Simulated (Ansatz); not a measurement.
# AlN: a line through an energy map

One line of a two-coordinate grid on AlN (P6_3/mmc, No. 194; 4 atoms in the cell): volume per atom is varied, at c/a of the conventional cell = 1.214.

Method: DFT PBEsol, scalar-relativistic, plane waves, PAW, in Ansatz 0.2.0.

72 further runs of the same task are left out: 72 set aside as unsound or not needed.

**1. The system as given**

Symmetry: P6_3/mmc, No. 194, hexagonal system. Conventional cell: a = 3.301 Å, b = 3.301 Å, c = 4.140 Å, α = 90.00°, β = 90.00°, γ = 120.00°. Around Al (site symmetry -6m2) lie 5 N at 1.91 to 2.07 Å. N (site symmetry -6m2) is surrounded by 5 Al at 1.91 to 2.07 Å.

As a file:

```cif
data_structure
_symmetry_space_group_name_H-M 'P6_3/mmc'
_symmetry_Int_Tables_number 194
_cell_length_a 3.3014
_cell_length_b 3.3014
_cell_length_c 4.1400
_cell_angle_alpha 90.000
_cell_angle_beta 90.000
_cell_angle_gamma 120.000
_cell_volume 39.08
loop_
_atom_site_label
_atom_site_type_symbol
_atom_site_symmetry_multiplicity
_atom_site_Wyckoff_symbol
_atom_site_fract_x
_atom_site_fract_y
_atom_site_fract_z
_atom_site_occupancy
Al1 Al 2 d 0.33333 0.66667 0.75000 1
N1 N 2 c 0.33333 0.66667 0.25000 1
```

It goes back to an entry of the Materials Project, which need not be the stable form.

It is the result of an earlier relaxation at this level (volume 9.77 Å³/atom; gap on the mesh: 3.33 eV).

**2. The scan**

The energy is mapped over volume and the cell's shape.

- volume per atom: 11 values from 8.597 to 10.942 Å³
- c/a of the conventional cell: 11 values from 1.157 to 1.359

Nothing else is relaxed (symmetry fixes all fractional coordinates). Energies count from the relaxed crystal. Points are written as (first, second).

**3. The run at (8.597 Å³, 1.214)**

Contents of input.yaml:

```yaml
crystal:
  lattice:
    - [3.1977033797, 0.0, 0.0]
    - [-1.5988516899, 2.7692923606, 0.0]
    - [0.0, 0.0, 3.8832909843]
  atoms:
    - { symbol: Al, position: [0.3333333333, 0.6666666667, 0.75] }
    - { symbol: Al, position: [0.6666666667, 0.3333333333, 0.25] }
    - { symbol: "N", position: [0.3333333333, 0.6666666667, 0.25] }
    - { symbol: "N", position: [0.6666666667, 0.3333333333, 0.75] }
basis:
  ecutwfc: 520.0
kpoints:
  mp_grid: { grid: [9, 9, 6] }
hamiltonian:
  xc: pbesol
  pseudopotentials: { kind: paw, azcp: { folder: soft_1 } }
scf:
  occupations: { method: gaussian, width: 0.05 }
output:
  forces: true
  stress: true
  eigenvalues: true
  write_density: true
  write_potential: true
  elf: true
  volumetric_format: npy
```

Started as:

```console
> ansatz run input.yaml --threads 1 --pin off --max-ram 2048MiB --backend cpu --events-out ev --progress --plain --runs-dir out
```

The log of the run (excerpt; [...] marks lines left out):

```text
Warning: <dir> the record states the generating functional pbe (its physics header spells it `PBE`), which answers neither for hamiltonian.xc's functional nor for the pbesol family's — results may be inconsistent (PPs are generated against a specific XC)
[...]
Warning: RAYON_NUM_THREADS=1 ignored (pool sized by the plan → 1); use --threads N
[...]
Pseudopotentials: kind: paw
Pseudopotential: Al, paw, valence charge 3, recommended cutoff 420 eV (normal), <dir>
Pseudopotential: N, paw, valence charge 5, recommended cutoff 420 eV (normal), <dir>
Functional definition: PBEsol
[...]
Crystal: 4 atoms, lattice volume = 34.388 Å³
Basis set: ecut = 520 eV, 921 PW (Γ), exchange–correlation on 48×48×60 points (8 copies of the dense FFT grid, shifted against one another)
Bands: 12, of which v1, the nominal top of the filled ones, is band 8 counted from 1 (7 counted from 0)
Symmetry: 24 space group operations
Space group: P63/mmc (ITA 194), of the structure as read, at distance tolerance 3.3e-5 Å
k-points: 48 of 486
[...]
SCF iter   1: F=—  HF=-1814.348964 eV  |F-HF|=—  |Δ(HF+E_count)|=         —  Δρ=1.54e-1  dr2=9.36e0  ethr=3.10e-3  ⟨swp⟩=5.6  Hψ=3626  notcnv=0
[...]
SCF iter   7: F=-1811.093707 eV  HF=-1811.093707 eV  |F-HF|=1.29e-10  |Δ(HF+E_count)|=   9.66e-9  Δρ=1.28e-6  dr2=2.78e-10  ethr=1.80e-10  ⟨swp⟩=4.2  Hψ=2888  notcnv=0
the search or the solves at the SCF's close seem to have found levels that the self-consistency loop had missed (the run counts 3). By its estimate they hold under 1e-12 electrons; where the run keeps them, the occupations were computed again with them
[...]
SCF converged after 7 iterations
Free energy (F): -1811.093707 eV
[...]
E sigma→0 (E₀):  -1811.093707 eV
Fermi energy:    12.767083 eV
[...]
--- Forces (eV/Å), atoms counted from 1 ---
  atom   1  Al     0.00000000     0.00000000     0.00000000
  atom   2  Al    -0.00000000    -0.00000000    -0.00000000
  atom   3  N     -0.00000000    -0.00000000     0.00000000
  atom   4  N      0.00000000     0.00000000    -0.00000000
[...]
--- Stress (GPa, compression-positive) ---
       32.118698       0.000000      -0.000000
        0.000000      32.118698      -0.000000
       -0.000000      -0.000000      40.242531
  P = ⅓ Tr σ = 34.8266 GPa (348.266 kbar)
--- Band table (eV; the first three rows and the last of 48) ---
  k-point 0: bands = ["-7.1819", "-2.5325", "3.0639", "6.9179", "6.9179", "8.9402", "8.9402", "10.6337", "14.9005", "16.1964", "19.5088", "19.5088"]
[...]
```

Run time: 0.77 s. Hardware: 1 thread of AMD EPYC 9R45 (Zen 5), shared host; peak memory 0.37 GiB.

Density in a lattice plane of the grid's cell (edges 3.20 and 3.88 Å, at 0.333 of the third edge), which holds Al and N.

Values in e/Å³, 12 rows by 10 columns:
```
0.25 0.16 0.15 0.21 0.39 0.79 1.36 1.50 0.98 0.49
0.35 0.18 0.16 0.27 0.64 1.57 2.94 3.18 2.06 0.87
0.41 0.20 0.17 0.32 0.81 2.16 3.40 3.44 2.76 1.12
0.35 0.18 0.16 0.27 0.64 1.57 2.94 3.18 2.06 0.87
0.25 0.16 0.15 0.21 0.39 0.79 1.36 1.50 0.98 0.49
0.20 0.18 0.18 0.19 0.25 0.38 0.54 0.58 0.43 0.28
0.25 0.27 0.28 0.26 0.24 0.23 0.23 0.24 0.23 0.23
0.35 0.42 0.44 0.39 0.29 0.16 0.09 0.08 0.12 0.24
0.42 0.52 0.54 0.47 0.33 0.15 0.06 0.05 0.10 0.26
0.35 0.42 0.44 0.39 0.29 0.16 0.09 0.08 0.12 0.24
0.25 0.27 0.28 0.26 0.24 0.23 0.23 0.24 0.23 0.23
0.20 0.18 0.18 0.19 0.25 0.38 0.54 0.58 0.43 0.28
```
Columns run along the first of these edges and rows up along the second, over one cell in 10 and 12 even steps from the bottom left corner. Atoms in the plane (fractional): Al at (0.67, 0.25), N at (0.67, 0.75).

ELF in the same plane.

Ten even steps from ' ' (0.00) to '@' (0.84):
```
::..........::--==**%%@@@@@@@@@@%%##++==
==::........--++**%%@@@@@@@@@@@@@@@@%%**
**==::....::==##%%@@@@@@%%####%%@@@@@@%%
%%++::....--**%%@@@@@@##==::--++%%@@@@@@
%%++--....--**%%@@@@@@**::  ..--##@@@@@@
%%++::....--**%%@@@@@@##==::--++%%@@@@@@
**==::....::==##%%@@@@@@%%####%%@@@@@@%%
==::........--++**%%@@@@@@@@@@@@@@@@%%**
::..........::--==**%%@@@@@@@@@@%%##++==
..::::::::::::::::==++##%%@@@@%%##++--::
::----====----::::::--==******++==--::::
==++******++++==--::................::--
**############**==::              ..--++
%%%%%%%%%%%%%%##++--..            ..==**
%%%%%%%%%%%%%%##**--..    ....    ..==##
%%%%%%%%%%%%%%##++--..            ..==**
**############**==::              ..--++
==++******++++==--::................::--
::----====----::::::--==******++==--::::
..::::::::::::::::==++##%%@@@@%%##++--::
```
Columns run along the first of these edges and rows up along the second, over one cell in 20 and 20 even steps from the bottom left corner. Atoms in the plane (fractional): Al at (0.67, 0.25), N at (0.67, 0.75).

Both are smooth fields of the valence electrons: close to the nuclei they are not physical.

The highest ELF values outside the cores: 0.86 on the N–Al line, 0.8 Å from N; 0.86 in the shell around N, 0.8 Å from N.

That is 118 meV/atom from the zero.

**4. Grid point (8.832 Å³, 1.214)**

Edit input.yaml of step 3 so:

```diff
@@ -2,5 +2,5 @@
   lattice:
-    - [3.1977033797, 0.0, 0.0]
-    - [-1.5988516899, 2.7692923606, 0.0]
-    - [0.0, 0.0, 3.8832909843]
+    - [3.2265783877, 0.0, 0.0]
+    - [-1.6132891939, 2.7942988511, 0.0]
+    - [0.0, 0.0, 3.9183567941]
   atoms:
```

Started as:

```console
> ansatz run input.yaml --threads 1 --pin off --max-ram 2048MiB --backend cpu --events-out ev --progress --plain --runs-dir out
```

The log of the run (excerpt; [...] marks lines left out):

```text
Warning: <dir> the record states the generating functional pbe (its physics header spells it `PBE`), which answers neither for hamiltonian.xc's functional nor for the pbesol family's — results may be inconsistent (PPs are generated against a specific XC)
[...]
Warning: RAYON_NUM_THREADS=1 ignored (pool sized by the plan → 1); use --threads N
[...]
[... 4 set-up lines as earlier in the session ...]
[...]
Crystal: 4 atoms, lattice volume = 35.328 Å³
Basis set: ecut = 520 eV, 921 PW (Γ), exchange–correlation on 48×48×60 points (8 copies of the dense FFT grid, shifted against one another)
Bands: 12, of which v1, the nominal top of the filled ones, is band 8 counted from 1 (7 counted from 0)
[... 2 set-up lines as earlier in the session ...]
k-points: 48 of 486
[...]
SCF iter   1: F=—  HF=-1814.384670 eV  |F-HF|=—  |Δ(HF+E_count)|=         —  Δρ=1.49e-1  dr2=9.08e0  ethr=3.10e-3  ⟨swp⟩=5.8  Hψ=3596  notcnv=0
[...]
SCF iter   7: F=-1811.271624 eV  HF=-1811.271624 eV  |F-HF|=1.08e-10  |Δ(HF+E_count)|=   8.26e-9  Δρ=1.24e-6  dr2=2.61e-10  ethr=1.96e-10  ⟨swp⟩=4.3  Hψ=2902  notcnv=0
[...]
SCF converged after 7 iterations
Free energy (F): -1811.271624 eV
[...]
E sigma→0 (E₀):  -1811.271624 eV
Fermi energy:    12.304149 eV
[...]
--- Forces (eV/Å), atoms counted from 1 ---
  atom   1  Al     0.00000000    -0.00000000     0.00000000
  atom   2  Al    -0.00000000     0.00000000    -0.00000000
  atom   3  N     -0.00000000     0.00000000     0.00000000
  atom   4  N      0.00000000    -0.00000000    -0.00000000
[...]
--- Stress (GPa, compression-positive) ---
       23.397023       0.000000      -0.000000
        0.000000      23.397023      -0.000000
       -0.000000      -0.000000      31.208814
  P = ⅓ Tr σ = 26.0010 GPa (260.010 kbar)
--- Band table (eV; the first three rows and the last of 48) ---
  k-point 0: bands = ["-7.3214", "-2.8226", "2.8645", "6.6356", "6.6356", "8.6309", "8.6309", "10.2584", "14.3499", "15.5925", "18.9830", "18.9830"]
[...]
```

Run time: 0.77 s. Hardware: 1 thread of AMD EPYC 9R45 (Zen 5), shared host; peak memory 0.37 GiB.

Density in a lattice plane of the grid's cell (edges 3.23 and 3.92 Å, at 0.333 of the third edge), which holds Al and N.

Ten even steps from '0' (0.05 e/Å³) to '9' (3.59 e/Å³):
```
00000000011122221100
00000000112344432210
00000000123578864321
00000001135799996421
00000001235899997521
00000001135799996421
00000000123578864321
00000000112344432210
00000000011122221100
00000000000111111000
00000000000000000000
00000000000000000000
00000000000000000000
01111110000000000000
01111110000000000000
01111110000000000000
00000000000000000000
00000000000000000000
00000000000000000000
00000000000111111000
```
Columns run along the first of these edges and rows up along the second, over one cell in 20 and 20 even steps from the bottom left corner. Atoms in the plane (fractional): Al at (0.67, 0.25), N at (0.67, 0.75).

ELF in the same plane.

Ten even steps from '0' (0.00) to '9' (0.84):
```
21111123468999998753
42111135689999999976
64211247899987789998
75211368999742358999
85311368998620047999
75211368999742358999
64211247899987789998
42111135689999999976
21111123468999998753
12222222245789987532
23344332223466654322
45666554321111111123
67777776421000000135
78888887631000000146
88888887631001100147
78888887631000000146
67777776421000000135
45666554321111111123
23344332223466654322
12222222245789987532
```
Columns run along the first of these edges and rows up along the second, over one cell in 20 and 20 even steps from the bottom left corner. Atoms in the plane (fractional): Al at (0.67, 0.25), N at (0.67, 0.75).

Both are smooth fields of the valence electrons: close to the nuclei they are not physical.

The highest ELF values outside the cores: 0.87 on the N–Al line, 0.8 Å from N; 0.87 in the shell around N, 0.8 Å from N.

On the map this point reads 73 meV/atom.

**5. Grid point (9.066 Å³, 1.214)**

Edit input.yaml of step 4 so:

```diff
@@ -2,5 +2,5 @@
   lattice:
-    - [3.2265783877, 0.0, 0.0]
-    - [-1.6132891939, 2.7942988511, 0.0]
-    - [0.0, 0.0, 3.9183567941]
+    - [3.2548259655, 0.0, 0.0]
+    - [-1.6274129828, 2.818761971, 0.0]
+    - [0.0, 0.0, 3.9526606525]
   atoms:
@@ -23,5 +23 @@
   eigenvalues: true
-  write_density: true
-  write_potential: true
-  elf: true
-  volumetric_format: npy
```

Started as:

```console
> ansatz run input.yaml --threads 1 --pin off --max-ram 2048MiB --backend cpu --events-out ev --progress --plain --runs-dir out
```

The log of the run (excerpt; [...] marks lines left out):

```text
[...]
SCF converged after 7 iterations
Free energy (F): -1811.400304 eV
[...]
E sigma→0 (E₀):  -1811.400304 eV
Fermi energy:    11.862441 eV
[...]
--- Forces (eV/Å), atoms counted from 1 ---
  atom   1  Al     0.00000000     0.00000000     0.00000000
  atom   2  Al    -0.00000000    -0.00000000    -0.00000000
  atom   3  N     -0.00000000    -0.00000000     0.00000000
  atom   4  N      0.00000000     0.00000000    -0.00000000
[...]
--- Stress (GPa, compression-positive) ---
       15.695298       0.000000      -0.000000
        0.000000      15.695298      -0.000000
       -0.000000      -0.000000      23.227599
  P = ⅓ Tr σ = 18.2061 GPa (182.061 kbar)
--- Band table (eV; the first three rows and the last of 48) ---
  k-point 0: bands = ["-7.4526", "-3.0975", "2.6768", "6.3686", "6.3686", "8.3370", "8.3370", "9.9031", "13.8218", "15.0184", "18.4843", "18.4843"]
[...]
```

Wall time 0.63 s (1 thread of AMD EPYC 9R45 (Zen 5), shared host); peak memory 0.37 GiB.

On the map this point reads 41 meV/atom.

**6. The run at (9.301 Å³, 1.214)**

Edit input.yaml of step 5 so:

```diff
@@ -2,5 +2,5 @@
   lattice:
-    - [3.2548259655, 0.0, 0.0]
-    - [-1.6274129828, 2.818761971, 0.0]
-    - [0.0, 0.0, 3.9526606525]
+    - [3.2827092216, 0.0, 0.0]
+    - [-1.6413546108, 2.8429095791, 0.0]
+    - [0.0, 0.0, 3.9865220787]
   atoms:
```

Started as:

```console
> ansatz run input.yaml --threads 1 --pin off --max-ram 2048MiB --backend cpu --events-out ev --progress --plain --runs-dir out
```

The log of the run (excerpt; [...] marks lines left out):

```text
Warning: <dir> the record states the generating functional pbe (its physics header spells it `PBE`), which answers neither for hamiltonian.xc's functional nor for the pbesol family's — results may be inconsistent (PPs are generated against a specific XC)
[...]
Warning: RAYON_NUM_THREADS=1 ignored (pool sized by the plan → 1); use --threads N
[...]
[... 4 set-up lines as earlier in the session ...]
[...]
Crystal: 4 atoms, lattice volume = 37.204 Å³
Basis set: ecut = 520 eV, 999 PW (Γ), exchange–correlation on 50×50×60 points (8 copies of the dense FFT grid, shifted against one another)
Bands: 12, of which v1, the nominal top of the filled ones, is band 8 counted from 1 (7 counted from 0)
[... 2 set-up lines as earlier in the session ...]
k-points: 48 of 486
[...]
SCF iter   1: F=—  HF=-1814.346991 eV  |F-HF|=—  |Δ(HF+E_count)|=         —  Δρ=1.39e-1  dr2=8.59e0  ethr=3.10e-3  ⟨swp⟩=5.8  Hψ=3609  notcnv=0
[...]
SCF iter   7: F=-1811.486328 eV  HF=-1811.486328 eV  |F-HF|=3.46e-11  |Δ(HF+E_count)|=   7.31e-9  Δρ=1.04e-6  dr2=1.82e-10  ethr=1.81e-10  ⟨swp⟩=1.1  Hψ=1739  notcnv=0
[...]
SCF converged after 7 iterations
Free energy (F): -1811.486328 eV
[...]
E sigma→0 (E₀):  -1811.486328 eV
Fermi energy:    11.436976 eV
[...]
--- Forces (eV/Å), atoms counted from 1 ---
  atom   1  Al     0.00000000    -0.00000000     0.00000000
  atom   2  Al     0.00000000     0.00000000     0.00000000
  atom   3  N      0.00000000     0.00000000     0.00000000
  atom   4  N     -0.00000000    -0.00000000     0.00000000
[...]
--- Stress (GPa, compression-positive) ---
        8.831580       0.000000       0.000000
        0.000000       8.831580       0.000000
        0.000000       0.000000      16.109653
  P = ⅓ Tr σ = 11.2576 GPa (112.576 kbar)
--- Band table (eV; the first three rows and the last of 48) ---
  k-point 0: bands = ["-7.5773", "-3.3605", "2.4982", "6.1134", "6.1134", "8.0551", "8.0551", "9.5632", "13.3107", "14.4673", "18.0066", "18.0066"]
[...]
```

It took 0.64 s on 1 thread of AMD EPYC 9R45 (Zen 5), shared host; peak memory 0.36 GiB.

On the map this point reads 20 meV/atom.

**7. Grid point (9.535 Å³, 1.214)**

Edit input.yaml of step 6 so:

```diff
@@ -2,5 +2,5 @@
   lattice:
-    - [3.2827092216, 0.0, 0.0]
-    - [-1.6413546108, 2.8429095791, 0.0]
-    - [0.0, 0.0, 3.9865220787]
+    - [3.3100109678, 0.0, 0.0]
+    - [-1.6550054839, 2.8665535849, 0.0]
+    - [0.0, 0.0, 4.0196773193]
   atoms:
```

Started as:

```console
> ansatz run input.yaml --threads 1 --pin off --max-ram 2048MiB --backend cpu --events-out ev --progress --plain --runs-dir out
```

The log of the run (excerpt; [...] marks lines left out):

```text
[...]
SCF converged after 7 iterations
Free energy (F): -1811.533794 eV
[...]
E sigma→0 (E₀):  -1811.533794 eV
Fermi energy:    11.030206 eV
[...]
--- Forces (eV/Å), atoms counted from 1 ---
  atom   1  Al     0.00000000    -0.00000000     0.00000000
  atom   2  Al     0.00000000     0.00000000     0.00000000
  atom   3  N     -0.00000000     0.00000000     0.00000000
  atom   4  N     -0.00000000    -0.00000000     0.00000000
[...]
--- Stress (GPa, compression-positive) ---
        2.763153       0.000000       0.000000
        0.000000       2.763153       0.000000
        0.000000       0.000000       9.810862
  P = ⅓ Tr σ = 5.1124 GPa (51.124 kbar)
--- Band table (eV; the first three rows and the last of 48) ---
  k-point 0: bands = ["-7.6951", "-3.6105", "2.3296", "5.8713", "5.8713", "7.7868", "7.7868", "9.2405", "12.8199", "13.9423", "17.5523", "17.5523"]
[...]
```

Run time: 0.79 s. Hardware: 1 thread of AMD EPYC 9R45 (Zen 5), shared host; peak memory 0.37 GiB.

On the map this point reads 8 meV/atom.

**8. The run at (9.770 Å³, 1.214)**

Edit input.yaml of step 7 so:

```diff
@@ -2,5 +2,5 @@
   lattice:
-    - [3.3100109678, 0.0, 0.0]
-    - [-1.6550054839, 2.8665535849, 0.0]
-    - [0.0, 0.0, 4.0196773193]
+    - [3.336942052, 0.0, 0.0]
+    - [-1.668471026, 2.889876588, 0.0]
+    - [0.0, 0.0, 4.0523824279]
   atoms:
```

Started as:

```console
> ansatz run input.yaml --threads 1 --pin off --max-ram 2048MiB --backend cpu --events-out ev --progress --plain --runs-dir out
```

The log of the run (excerpt; [...] marks lines left out):

```text
Warning: <dir> the record states the generating functional pbe (its physics header spells it `PBE`), which answers neither for hamiltonian.xc's functional nor for the pbesol family's — results may be inconsistent (PPs are generated against a specific XC)
[...]
Warning: RAYON_NUM_THREADS=1 ignored (pool sized by the plan → 1); use --threads N
[...]
[... 4 set-up lines as earlier in the session ...]
[...]
Crystal: 4 atoms, lattice volume = 39.079 Å³
Basis set: ecut = 520 eV, 1047 PW (Γ), exchange–correlation on 50×50×64 points (8 copies of the dense FFT grid, shifted against one another)
Bands: 12, of which v1, the nominal top of the filled ones, is band 8 counted from 1 (7 counted from 0)
[... 1 set-up line as earlier in the session ...]
Space group: P63/mmc (ITA 194), of the structure as read, at distance tolerance 3.4e-5 Å
k-points: 48 of 486
[...]
the search or the solves at the SCF's close seem to have found levels that the self-consistency loop had missed (the run counts 2). By its estimate they hold under 1e-12 electrons; where the run keeps them, the occupations were computed again with them
[...]
SCF converged after 7 iterations
Free energy (F): -1811.547391 eV
[...]
E sigma→0 (E₀):  -1811.547391 eV
Fermi energy:    10.638211 eV
[...]
--- Forces (eV/Å), atoms counted from 1 ---
  atom   1  Al     0.00000000     0.00000000     0.00000000
  atom   2  Al     0.00000000     0.00000000     0.00000000
  atom   3  N     -0.00000000     0.00000000     0.00000000
  atom   4  N     -0.00000000     0.00000000     0.00000000
[...]
--- Stress (GPa, compression-positive) ---
       -2.641412      -0.000000       0.000000
        0.000000      -2.641412       0.000000
        0.000000       0.000000       4.194599
  P = ⅓ Tr σ = -0.3627 GPa (-3.627 kbar)
--- Band table (eV; the first three rows and the last of 48) ---
  k-point 0: bands = ["-7.8075", "-3.8499", "2.1690", "5.6397", "5.6397", "7.5292", "7.5292", "8.9316", "12.3448", "13.4382", "17.1168", "17.1168"]
[...]
```

Wall time 0.8 s (1 thread of AMD EPYC 9R45 (Zen 5), shared host); peak memory 0.38 GiB.

On the map this point reads 4.4 meV/atom.

**9. The run at (10.004 Å³, 1.214)**

Edit input.yaml of step 8 so:

```diff
@@ -2,5 +2,5 @@
   lattice:
-    - [3.336942052, 0.0, 0.0]
-    - [-1.668471026, 2.889876588, 0.0]
-    - [0.0, 0.0, 4.0523824279]
+    - [3.3634147781, 0.0, 0.0]
+    - [-1.6817073891, 2.9128026413, 0.0]
+    - [0.0, 0.0, 4.0845309065]
   atoms:
```

Started as:

```console
> ansatz run input.yaml --threads 1 --pin off --max-ram 2048MiB --backend cpu --events-out ev --progress --plain --runs-dir out
```

The log of the run (excerpt; [...] marks lines left out):

```text
[...]
SCF converged after 7 iterations
Free energy (F): -1811.530773 eV
[...]
E sigma→0 (E₀):  -1811.530773 eV
Fermi energy:    10.261609 eV
[...]
--- Forces (eV/Å), atoms counted from 1 ---
  atom   1  Al    -0.00000000    -0.00000000     0.00000000
  atom   2  Al     0.00000000     0.00000000     0.00000000
  atom   3  N      0.00000000     0.00000000     0.00000000
  atom   4  N     -0.00000000    -0.00000000     0.00000000
[...]
--- Stress (GPa, compression-positive) ---
       -7.435715       0.000000       0.000000
        0.000000      -7.435715       0.000000
        0.000000       0.000000      -0.794614
  P = ⅓ Tr σ = -5.2220 GPa (-52.220 kbar)
--- Band table (eV; the first three rows and the last of 48) ---
  k-point 0: bands = ["-7.9143", "-4.0787", "2.0164", "5.4187", "5.4187", "7.2826", "7.2826", "8.6368", "11.8865", "12.9554", "16.7004", "16.7004"]
[...]
```

Wall time 0.68 s (1 thread of AMD EPYC 9R45 (Zen 5), shared host); peak memory 0.34 GiB.

On the map this point reads 9 meV/atom.

(Part 1 of 2 ends here.)
